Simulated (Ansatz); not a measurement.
# CuO (F-43m) in Ansatz: notebook

Aim: see how the results for CuO move with the level of theory and the settings. Levels: r2SCAN+U, PBE. Tasks: band structure, single point, equation of state.

All numbers are computed with Ansatz 0.2.0; they aren't measurements. Logs are shortened: lines on timing, memory, paths and dates and some standing lists are left out, and cuts for length are marked.

### Step 1. Starting point

Symmetry: F-43m, No. 216, cubic system. The conventional cell has a = 4.655 Å, b = 4.655 Å, c = 4.655 Å, α = 90.00°, β = 90.00°, γ = 90.00°. Cu (site symmetry -43m) has 4 O at 2.02 Å as nearest neighbours. Around O (site symmetry -43m) lie 4 Cu at 2.02 Å.

Measurements of this composition are mostly on another form, of space group No. 15.

### Step 2. Band structure, r2SCAN+U

Contents of input.yaml:

```yaml
crystal:
  lattice:
    - [0.0, 2.32725273, 2.32725273]
    - [2.32725273, 0.0, 2.32725273]
    - [2.32725273, 2.32725273, 0.0]
  atoms:
    - { symbol: Cu, position: [0.0, 0.0, 0.0] }
    - { symbol: O, position: [0.25, 0.25, 0.25] }
hamiltonian:
  xc: r2scan
  pseudopotentials: { kind: paw }
  hubbard: { sites: [{ species: Cu, l: d, u_eff: 4.5 }] }
kpoints:
  mp_grid: { grid: [10, 10, 10] }
  band_path:
    path:
      - [[0.0, 0.0, 0.0], [0.5, 0.0, 0.5], [0.5, 0.25, 0.75], [0.375, 0.375, 0.75], [0.0, 0.0, 0.0], [0.5, 0.5, 0.5], [0.625, 0.25, 0.625], [0.5, 0.25, 0.75], [0.5, 0.5, 0.5], [0.375, 0.375, 0.75]]
      - [[0.625, 0.25, 0.625], [0.5, 0.0, 0.5]]
    npoints: 14
scf:
  occupations: { method: fermi_dirac, width: 0.05 }
  n_extra_bands: 6
output:
  forces: true
  stress: true
  eigenvalues: true
  fatbands: false
```

Potentials or basis: Ansatz PAW.

Started as:

```bash
$ ansatz run input.yaml --threads 2 --pin off --max-ram 5632MiB --backend cpu --events-out ev --progress --plain --runs-dir out
```

Log:

```text
Warning: RAYON_NUM_THREADS=2 ignored (pool sized by the plan → 2); use --threads N
Cu: projections on atomic orbitals take those of the free atom [Ne] 3s2 3p6 3d10 4s1, of charge +0.00 (hamiltonian.pseudopotentials.projection_atoms); the dataset's partial waves leave at most 2.0e-6 of an orbital's norm unspanned inside its sphere
O: projections on atomic orbitals take those of the free atom [He] 2s2 2p4, of charge +0.00 (hamiltonian.pseudopotentials.projection_atoms); the dataset's partial waves leave at most 1.9e-8 of an orbital's norm unspanned inside its sphere
scf.n_extra_bands = 6 over 13 filled bands (N_el = 25.0): the run solves 19 bands
Engine: ansatz 0.2.0, aarch64-unknown-linux-gnu
Pseudopotentials: kind: paw
Pseudopotential: Cu, paw, valence charge 19, recommended cutoff 500 eV (meta_gga), Cu.paw.azcp
Pseudopotential: O, paw, valence charge 6, recommended cutoff 500 eV (meta_gga), O.paw.azcp
Functional definition: r2SCAN
  parameter k0 = 0.174
  parameter k1 = 0.065
  parameter a1 = 4.9479
  exchange = r2scan_x(k0 = k0, k1 = k1, a1 = a1)
  correlation = r2scan_c
Crystal: 2 atoms, lattice volume = 25.209 Å³
Basis set: ecut = 500 eV, 645 PW (Γ), exchange–correlation on 100×100×100 points (64 copies of the dense FFT grid, shifted against one another)
Bands: 19, of which v1, the nominal top of the filled ones, is band 13 counted from 1 (12 counted from 0)
Symmetry: 24 space group operations
Space group: F-43m (ITA 216), of the structure as read, at distance tolerance 2.9e-5 Å
k-points: 47 of 1000 (time reversal used)
Non-local potential: Cu, projectors of the file, l = 0: 3, l = 1: 2, l = 2: 3, l = 3: 1
Non-local potential: O, projectors of the file, l = 0: 2, l = 1: 2, l = 2: 1
PAW form: soft (Blöchl's): semilocal exchange-correlation on the pseudo side does not see the compensation charge
PAW frozen core: Cu, regenerated for the run's functional (the file was generated under x = pbe(κ = 0.804, μ = 0.2195149727645171), c = pbe(β = 0.06672455060314922))
PAW frozen core: O, regenerated for the run's functional (the file was generated under x = pbe(κ = 0.804, μ = 0.2195149727645171), c = pbe(β = 0.06672455060314922))
PAW one-centre angular grid: Cu, 590 points (default); XC on 160 Gauss nodes
PAW one-centre angular grid: O, 302 points (default); XC on 160 Gauss nodes
Initial density: superposition of atomic densities (chi_scale 0.1, normalization cell, long waves kept (reshape's long-wave potential 0.00 eV rms))
Initial wavefunctions: pseudopotential atomic-orbital guess
Functional: x = r2scan, c = r2scan; τ floored in thin density (d = 2e-4 eV/Å³)
SCF iter   1: F=—  HF=-7197.138754 eV  |F-HF|=—  |Δ(HF+E_count)|=         —  Δρ=1.02e-1  dr2=1.83e0  dr2_τ=5.00e-3  ethr=3.10e-3  ⟨swp⟩=6.0  Hψ=3900  notcnv=0  defer=1
preconditioner: auto → LDOS  [metal: Δε(μ)=0.015 eV  Ē_g=18.662 eV  σ=0.050 eV  W_gap=0.08  n_scr=14 (ndim 8)  ℏωp=30.5 eV  f_vac=0.043  D(μ)=2.27/eV (n_scr^D=26)  β→1.0]
SCF iter   2: F=—  HF=-7198.226417 eV  |F-HF|=—  |Δ(HF+E_count)|=    1.09e0  Δρ=1.96e-1  dr2=4.89e0  dr2_τ=1.02e-1  ethr=3.10e-3  ⟨swp⟩=3.0  Hψ=2294  notcnv=0  defer=69  recentre
SCF iter   3: F=—  HF=-7196.969694 eV  |F-HF|=—  |Δ(HF+E_count)|=    1.26e0  Δρ=3.97e-2  dr2=2.36e-1  dr2_τ=1.82e-2  ethr=3.10e-3  ⟨swp⟩=2.6  Hψ=2157  notcnv=0  defer=68
SCF iter   4: F=—  HF=-7197.005679 eV  |F-HF|=—  |Δ(HF+E_count)|=   3.60e-2  Δρ=2.27e-2  dr2=5.27e-2  dr2_τ=6.93e-3  ethr=9.43e-4  ⟨swp⟩=2.0  Hψ=1507  notcnv=0  defer=70
SCF iter   5: F=—  HF=-7197.010851 eV  |F-HF|=—  |Δ(HF+E_count)|=   5.17e-3  Δρ=9.70e-3  dr2=7.33e-3  dr2_τ=2.23e-3  ethr=2.11e-4  ⟨swp⟩=3.0  Hψ=1371  notcnv=0  defer=70
SCF iter   6: F=—  HF=-7197.012489 eV  |F-HF|=—  |Δ(HF+E_count)|=   1.64e-3  Δρ=4.78e-3  dr2=1.67e-3  dr2_τ=5.57e-4  ethr=2.93e-5  ⟨swp⟩=2.2  Hψ=1362  notcnv=0  defer=70
SCF iter   7: F=—  HF=-7197.013623 eV  |F-HF|=—  |Δ(HF+E_count)|=   1.13e-3  Δρ=1.15e-3  dr2=1.80e-4  dr2_τ=2.60e-5  ethr=6.68e-6  ⟨swp⟩=2.0  Hψ=1239  notcnv=0  defer=70
SCF iter   8: F=—  HF=-7197.013690 eV  |F-HF|=—  |Δ(HF+E_count)|=   6.71e-5  Δρ=6.64e-4  dr2=7.12e-5  dr2_τ=6.24e-6  ethr=7.21e-7  ⟨swp⟩=1.0  Hψ=823  notcnv=0  defer=70
SCF iter   9: F=—  HF=-7197.013695 eV  |F-HF|=—  |Δ(HF+E_count)|=   5.56e-6  Δρ=2.03e-4  dr2=6.41e-6  dr2_τ=7.27e-7  ethr=2.85e-7  ⟨swp⟩=1.0  Hψ=823  notcnv=0  defer=70
SCF iter  10: F=—  HF=-7197.013695 eV  |F-HF|=—  |Δ(HF+E_count)|=   1.19e-7  Δρ=6.99e-5  dr2=2.71e-7  dr2_τ=1.70e-7  ethr=2.56e-8  ⟨swp⟩=1.0  Hψ=823  notcnv=0  defer=70
SCF iter  11: F=-7197.013696 eV  HF=-7197.013696 eV  |F-HF|=5.53e-8  |Δ(HF+E_count)|=   4.93e-7  Δρ=2.18e-5  dr2=1.55e-8  dr2_τ=1.68e-8  ethr=4.00e-10  ⟨swp⟩=8.9  Hψ=4076  notcnv=0
SCF 1 converged in 11 iterations: F = -7197.013696 eV  dr2 = 1.55e-8
NSCF: frozen V_eff on 142 k-points
SCF converged after 11 iterations
Free energy (F): -7197.013696 eV
Harris-Foulkes:  -7197.013696 eV  (|F-HF|=5.53e-8)
Internal energy: -7196.992539 eV  (E = F + TS)
E sigma→0 (E₀):  -7197.003118 eV
Entropy (-TS):   -0.021156 eV (-10.578 meV/atom)
Fermi energy:    7.226899 eV
--- Per-component energies (eV) ---
  E_band       = -547.881006
  E_kinetic    = 468.813884
  E_local      = -5343.948570  (includes V_loc(G=0)·N_el)
  E_nonlocal   = 451.143089
  E_hartree    = 2320.882814
  E_xc         = -153.404059
  E_vxc        = -224.461442  (∫ρ·V_xc dr)
  E_hubbard    = 0.979525  (on-site DFT+U / exact-exchange correction)
  E_vhub       = -19.492363  (the Hubbard potential's part of the band-sum identity)
  E_paw        = -1842.737463  (= ΣΔE_a)
  E_vpaw       = -536.858990  (= ΣTr[D̂ρ^β])
  E_aug_tail   = 0.001206  (compensation charges beyond the density's cutoff)
  E_vtau       = 15.160190  (kinetic-family band-sum trace: ∫τ·v_τ [+ j·A + Jᵃ·Aᵃ] dr)
  E_ewald      = -3098.389916
  E_core_change = -0.333049  (= ΣΔE_core)
  E_smearing   = -0.021156  (= −TS)
  E_closure    = 0.000000  (closes the sum)
  Σ components = -7197.013696   (vs F -7197.013696, Δ=0.00e0)
--- Forces (eV/Å), atoms counted from 1 ---
  atom   1  Cu     0.00000000    -0.00000000    -0.00000000
  atom   2  O      0.00000000    -0.00000000    -0.00000000
  max |Σ_I F_I| component: 9.48e-17 eV/Å
--- Stress (GPa, compression-positive) ---
      -12.546734      -0.000000       0.000000
       -0.000000     -12.546734       0.000000
        0.000000       0.000000     -12.546734
  P = ⅓ Tr σ = -12.5467 GPa (-125.467 kbar)
--- Band table (eV; the first three rows and the last of 47) ---
  k-point 0: bands = ["-107.0365", "-62.8794", "-62.8794", "-62.8794", "-11.6236", "2.5782", "2.5782", "2.5782", "4.4612", "4.4612", "8.0398", "8.0398", "8.0398", "9.2071", "22.6457", "22.6457", "22.6457", "28.6923", "29.0645"]
  k-point 1: bands = ["-107.0365", "-62.8798", "-62.8794", "-62.8794", "-11.5819", "2.4991", "2.6105", "2.6105", "4.4567", "4.4567", "7.6095", "7.9742", "7.9742", "9.7849", "21.7053", "22.7211", "22.7211", "27.7695", "28.3356"]
  k-point 2: bands = ["-107.0365", "-62.8809", "-62.8796", "-62.8796", "-11.4726", "2.3432", "2.6891", "2.6891", "4.4615", "4.4615", "6.8653", "7.7941", "7.7941", "10.9110", "19.9304", "22.7886", "22.7886", "26.8253", "27.7623"]
  k-point 46: bands = ["-107.0362", "-62.8831", "-62.8821", "-62.8812", "-11.0511", "2.1857", "3.1096", "3.5974", "4.6493", "4.9376", "5.0140", "5.4639", "6.4465", "15.7064", "17.8224", "19.2410", "20.2841", "25.9571", "30.2088"]
Occupation matrices written to <dir>
```

bands.tsv:

```text
# k_distance	band_0	band_1	band_2	band_3	band_4	band_5	band_6	band_7	band_8	band_9	band_10	band_11	band_12	band_13	band_14	band_15	band_16	band_17	band_18
[... 159 lines left out ...]
8.597188	-114.263362	-70.110755	-70.108093	-70.108058	-18.266866	-5.476738	-3.689997	-3.681344	-2.562513	-2.549355	-1.728854	-1.215275	-1.207397	7.039688	10.688404	12.499944	15.640579	15.647736	22.568489
8.631278	-114.263367	-70.110765	-70.108072	-70.108064	-18.266621	-5.483415	-3.684426	-3.682248	-2.562386	-2.552484	-1.706697	-1.217508	-1.215624	7.015338	10.690509	12.516805	15.645360	15.646982	22.517820
8.665369	-114.263369	-70.110768	-70.108065	-70.108065	-18.266539	-5.485648	-3.682553	-3.682553	-2.562351	-2.553573	-1.699085	-1.218376	-1.218376	7.007171	10.691183	12.522355	15.646967	15.646967	22.500776
```

Run time: 6.3 s. Hardware: 2 threads of Arm Neoverse V1, shared host; peak memory 0.36 GiB.

Results:

```yaml
Free_energy: -7197.0137 eV
Pressure: -12.5 GPa
Band_gap_on_the_k_mesh: none (metal or under the smearing width)
```

Levels at the corners of the path, in eV from the Fermi level:
```tsv
point	band 11	band 12	band 13	band 14	band 15	band 16
Γ	0.81	0.81	0.81	1.98	15.42	15.42
X	-1.70	-1.22	-1.22	7.01	10.69	12.52
W	-2.22	-1.86	-0.75	8.71	10.59	11.98
K	-2.00	-1.30	-0.76	8.26	10.21	11.53
Γ	0.81	0.81	0.81	1.98	15.42	15.42
L	-2.14	0.01	0.01	7.10	8.80	15.00
U	-2.00	-1.30	-0.76	8.26	10.21	11.53
W	-2.22	-1.86	-0.75	8.71	10.59	11.98
L	-2.14	0.01	0.01	7.10	8.80	15.00
K	-2.00	-1.30	-0.76	8.26	10.21	11.53
U	-2.00	-1.30	-0.76	8.26	10.21	11.53
X	-1.70	-1.22	-1.22	7.01	10.69	12.52
```

Eigenvalues of the final occupation matrices:
```csv
site,spin,trace,eigenvalues
site 1,1,4.77,0.93 0.93 0.93 0.99 0.99
```

Caveat: an odd number of electrons without spin polarisation forces a metal; a magnetic or distorted state may lie lower; the run has no spin polarisation, though such a crystal can be magnetic; U without spin polarisation on a metal has little footing; the PAW data sets come from PBE, with cores solved anew for the run's functional, which leaves a small shift of forces and pressure.

### Step 3. Single point, PBE, 11.85 Å³/atom (volume scaled by 0.94)

Contents of input.yaml:

```yaml
crystal:
  lattice:
    - [0.0, 2.2797444458, 2.2797444458]
    - [2.2797444458, 0.0, 2.2797444458]
    - [2.2797444458, 2.2797444458, 0.0]
  atoms:
    - { symbol: Cu, position: [0.0, 0.0, 0.0] }
    - { symbol: O, position: [0.25, 0.25, 0.25] }
hamiltonian:
  xc: pbe
  pseudopotentials: { kind: paw, source: jth }
kpoints:
  mp_grid: { grid: [10, 10, 10] }
scf:
  occupations: { method: fermi_dirac, width: 0.05 }
output:
  forces: true
  stress: true
  eigenvalues: true
```

Potentials or basis: JTH PAW.

Started as:

```bash
$ ansatz run input.yaml --threads 2 --pin off --max-ram 5632MiB --backend cpu --events-out ev --progress --plain --runs-dir out
```

It took 4.4 s on 2 threads of Arm Neoverse V1, shared host; peak memory 0.41 GiB.

It converged, with:

- Free energy: -7190.2478 eV
- Pressure: -2.9 GPa
- Band gap on the k mesh: none (metal or under the smearing width)

Caveat: an odd number of electrons without spin polarisation forces a metal; a magnetic or distorted state may lie lower; the run has no spin polarisation, though such a crystal can be magnetic; semilocal functionals often make such compounds metallic where correlation or magnetic order opens a gap, which also shifts bond lengths.

### Step 4. Single point, PBE, 12.10 Å³/atom (volume scaled by 0.96)

input.yaml, as its differences from that of step 3:

```diff
@@ -2,5 +2,5 @@
   lattice:
-    - [0.0, 2.2797444458, 2.2797444458]
-    - [2.2797444458, 0.0, 2.2797444458]
-    - [2.2797444458, 2.2797444458, 0.0]
+    - [0.0, 2.2957995131, 2.2957995131]
+    - [2.2957995131, 0.0, 2.2957995131]
+    - [2.2957995131, 2.2957995131, 0.0]
   atoms:
```

Started as:

```bash
$ ansatz run input.yaml --threads 2 --pin off --max-ram 5632MiB --backend cpu --events-out ev --progress --plain --runs-dir out
```

Run time: 5 s. Hardware: 2 threads of Arm Neoverse V1, shared host; peak memory 0.38 GiB.

Results (log left out):

| Property | Result |
| --- | --- |
| Free energy | -7190.2348 eV |
| Pressure | -5.3 GPa |
| Band gap on the k mesh | none (metal or under the smearing width) |

Caveat: an odd number of electrons without spin polarisation forces a metal; a magnetic or distorted state may lie lower; the run has no spin polarisation, though such a crystal can be magnetic; semilocal functionals often make such compounds metallic where correlation or magnetic order opens a gap, which also shifts bond lengths.

### Step 5. Single point, PBE, 12.35 Å³/atom (volume scaled by 0.98)

input.yaml, as its differences from that of step 4:

```diff
@@ -2,5 +2,5 @@
   lattice:
-    - [0.0, 2.2957995131, 2.2957995131]
-    - [2.2957995131, 0.0, 2.2957995131]
-    - [2.2957995131, 2.2957995131, 0.0]
+    - [0.0, 2.3116331135, 2.3116331135]
+    - [2.3116331135, 0.0, 2.3116331135]
+    - [2.3116331135, 2.3116331135, 0.0]
   atoms:
```

Started as:

```bash
$ ansatz run input.yaml --threads 2 --pin off --max-ram 5632MiB --backend cpu --events-out ev --progress --plain --runs-dir out
```

It took 5.1 s on 2 threads of Arm Neoverse V1, shared host; peak memory 0.39 GiB.

The run converged. Its results:

```yaml
Free_energy: -7190.2144 eV
Pressure: -7.5 GPa
Band_gap_on_the_k_mesh: none (metal or under the smearing width)
```

Caveat: an odd number of electrons without spin polarisation forces a metal; a magnetic or distorted state may lie lower; the run has no spin polarisation, though such a crystal can be magnetic; semilocal functionals often make such compounds metallic where correlation or magnetic order opens a gap, which also shifts bond lengths.

### Step 6. Single point, PBE, 12.60 Å³/atom

input.yaml, as its differences from that of step 5:

```diff
@@ -2,5 +2,5 @@
   lattice:
-    - [0.0, 2.3116331135, 2.3116331135]
-    - [2.3116331135, 0.0, 2.3116331135]
-    - [2.3116331135, 2.3116331135, 0.0]
+    - [0.0, 2.32725273, 2.32725273]
+    - [2.32725273, 0.0, 2.32725273]
+    - [2.32725273, 2.32725273, 0.0]
   atoms:
```

Potentials or basis: JTH PAW.

Started as:

```bash
$ ansatz run input.yaml --threads 2 --pin off --max-ram 5632MiB --backend cpu --events-out ev --progress --plain --runs-dir out
```

It took 5.1 s on 2 threads of Arm Neoverse V1, shared host; peak memory 0.41 GiB.

The run converged. Its results:

- Free energy: -7190.1876 eV
- Pressure: -9.5 GPa
- Band gap on the k mesh: none (metal or under the smearing width)

Caveat: an odd number of electrons without spin polarisation forces a metal; a magnetic or distorted state may lie lower; the run has no spin polarisation, though such a crystal can be magnetic; semilocal functionals often make such compounds metallic where correlation or magnetic order opens a gap, which also shifts bond lengths.

### Step 7. Single point, PBE, 12.86 Å³/atom (volume scaled by 1.02)

input.yaml, as its differences from that of step 6:

```diff
@@ -2,5 +2,5 @@
   lattice:
-    - [0.0, 2.32725273, 2.32725273]
-    - [2.32725273, 0.0, 2.32725273]
-    - [2.32725273, 2.32725273, 0.0]
+    - [0.0, 2.3426654489, 2.3426654489]
+    - [2.3426654489, 0.0, 2.3426654489]
+    - [2.3426654489, 2.3426654489, 0.0]
   atoms:
```

Started as:

```bash
$ ansatz run input.yaml --threads 2 --pin off --max-ram 5632MiB --backend cpu --events-out ev --progress --plain --runs-dir out
```

Run time: 4.4 s. Hardware: 2 threads of Arm Neoverse V1, shared host; peak memory 0.43 GiB.

Results (log left out):

* Free energy: -7190.1551 eV
* Pressure: -11.2 GPa
* Band gap on the k mesh: none (metal or under the smearing width)

Caveat: an odd number of electrons without spin polarisation forces a metal; a magnetic or distorted state may lie lower; the run has no spin polarisation, though such a crystal can be magnetic; semilocal functionals often make such compounds metallic where correlation or magnetic order opens a gap, which also shifts bond lengths.

### Step 8. Single point, PBE, 13.11 Å³/atom (volume scaled by 1.04)

input.yaml, as its differences from that of step 7:

```diff
@@ -2,5 +2,5 @@
   lattice:
-    - [0.0, 2.3426654489, 2.3426654489]
-    - [2.3426654489, 0.0, 2.3426654489]
-    - [2.3426654489, 2.3426654489, 0.0]
+    - [0.0, 2.3578779885, 2.3578779885]
+    - [2.3578779885, 0.0, 2.3578779885]
+    - [2.3578779885, 2.3578779885, 0.0]
   atoms:
```

Started as:

```bash
$ ansatz run input.yaml --threads 2 --pin off --max-ram 5632MiB --backend cpu --events-out ev --progress --plain --runs-dir out
```

Run time: 4.5 s. Hardware: 2 threads of Arm Neoverse V1, shared host; peak memory 0.44 GiB.

The run converged. Its results:

```yaml
Free_energy: -7190.1175 eV
Pressure: -12.7 GPa
Band_gap_on_the_k_mesh: none (metal or under the smearing width)
```

Caveat: an odd number of electrons without spin polarisation forces a metal; a magnetic or distorted state may lie lower; the run has no spin polarisation, though such a crystal can be magnetic; semilocal functionals often make such compounds metallic where correlation or magnetic order opens a gap, which also shifts bond lengths.

### Step 9. Single point, PBE, 13.36 Å³/atom (volume scaled by 1.06)

input.yaml, as its differences from that of step 8:

```diff
@@ -2,5 +2,5 @@
   lattice:
-    - [0.0, 2.3578779885, 2.3578779885]
-    - [2.3578779885, 0.0, 2.3578779885]
-    - [2.3578779885, 2.3578779885, 0.0]
+    - [0.0, 2.3728967245, 2.3728967245]
+    - [2.3728967245, 0.0, 2.3728967245]
+    - [2.3728967245, 2.3728967245, 0.0]
   atoms:
```

Potentials or basis: JTH PAW.

Started as:

```bash
$ ansatz run input.yaml --threads 2 --pin off --max-ram 5632MiB --backend cpu --events-out ev --progress --plain --runs-dir out
```

It took 4.6 s on 2 threads of Arm Neoverse V1, shared host; peak memory 0.44 GiB.

It converged, with:

```
Free energy            : -7190.0755 eV
Pressure               : -14.0 GPa
Band gap on the k mesh : none (metal or under the smearing width)
```

Caveat: an odd number of electrons without spin polarisation forces a metal; a magnetic or distorted state may lie lower; the run has no spin polarisation, though such a crystal can be magnetic; semilocal functionals often make such compounds metallic where correlation or magnetic order opens a gap, which also shifts bond lengths.

### Step 10. Equation of state, PBE

No new run: the results of the series are fitted here.

Results:

| Quantity | Value |
| --- | --- |
| Equilibrium volume | 11.59 Å³/atom (rough: see the caveat) |
| Bulk modulus | 138 GPa (rough) |

Energy against volume, from the lowest point:
| volume (Å³/atom) | energy (meV/atom) |
| --- | --- |
| 11.848 | 0.00 |
| 12.100 | 6.49 |
| 12.353 | 16.66 |
| 12.605 | 30.06 |
| 12.857 | 46.33 |
| 13.109 | 65.11 |
| 13.361 | 86.12 |

Caveat: the minimum lies outside the volumes run; the run has no spin polarisation, though such a crystal can be magnetic.
